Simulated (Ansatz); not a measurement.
Runs of Ansatz 0.2.0 on SrVO3. Symmetry: Pm-3m, No. 221, cubic system. Conventional cell: a = 3.841 Å, b = 3.841 Å, c = 3.841 Å, α = 90.00°, β = 90.00°, γ = 90.00°. Sr (site symmetry m-3m) is surrounded by 12 O at 2.72 Å. V (site symmetry m-3m) is surrounded by 6 O at 1.92 Å. O (site symmetry 4/mmm) is surrounded by 2 V at 1.92 Å. 

```csv
task,level,potentials or basis,cell,k mesh,cutoff (eV),points for each segment of the path,gap on the mesh (eV),pressure (GPa),moment (μB),relaxed volume (Å³/atom)
relaxation of cell and atoms,PBE,Ansatz PAW,relaxed,7 × 7 × 7,420,-,none,0.0,0.00,(b)
band structure,BLYP,Ansatz PAW,as given,7 × 7 × 7,420,14,none,(a),0.00,-
band structure,PBE,Ansatz PAW,as given,5 × 5 × 5,420,14,none,3.3,0.76,-
band structure,PBE,JTH PAW,as given,7 × 7 × 7,1410,14,none,3.0,0.00,-
relaxation of cell and atoms,BLYP,Ansatz PAW,relaxed,5 × 5 × 5,420,-,none,0.0,0.76,11.91
```

Alike in all rows: spin collinear, ferromagnetic start; smearing fermi-dirac 0.05 eV.

**Question.** Fill in the values left out.

**Answer.** (a) 8.4; (b) 11.48.

Caveats: semilocal functionals often make such compounds metallic where correlation or magnetic order opens a gap, which also shifts bond lengths; the plane-wave basis is chosen anew once the cell has moved, so the energies of steps on either side of that aren't comparable (some runs); the potentials were made for another functional, which shifts forces and pressure (some runs); the PAW data sets come from PBE, with cores solved anew for the run's functional, which leaves a small shift of forces and pressure (some runs).

A k mesh can miss the band edges, and the runs leave out spin-orbit coupling on Sr.

A gap of «none» marks a metal or a gap under the smearing width.

Not every run made on this cell is shown here.
